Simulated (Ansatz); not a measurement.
KF (Carobbiite):

```
K F
1.0
     0.00000    2.67185    2.67185
     2.67185    0.00000    2.67185
     2.67185    2.67185    0.00000
K F
1 1
Direct
  0.00000 0.00000 0.00000
  0.50000 0.50000 0.50000
```

Base run:

- Program: Ansatz 0.2.0
- Functional: HSE06
- Potentials or basis: all-electron PAW datasets made for the crystal
- Cutoff: 310 eV (chosen from the basis error)
- k mesh: 6 × 6 × 6
- Occupations: fermi-dirac, width 0.05 eV
- Spin: no spin polarisation

Its results: band gap on the k mesh 8.18 eV, direct; pressure 0.5 GPa.

Task: The run is repeated on the same cell with these changes: functional from HSE06 to PBEsol; cutoff from 310 eV (chosen from the basis error) to 280 eV (chosen from the basis error). What comes out?

Result: Band gap on the k mesh 6.04 eV, direct; pressure -0.7 GPa.

HSE06 gives the wider gap, since exact exchange removes part of the self-interaction.

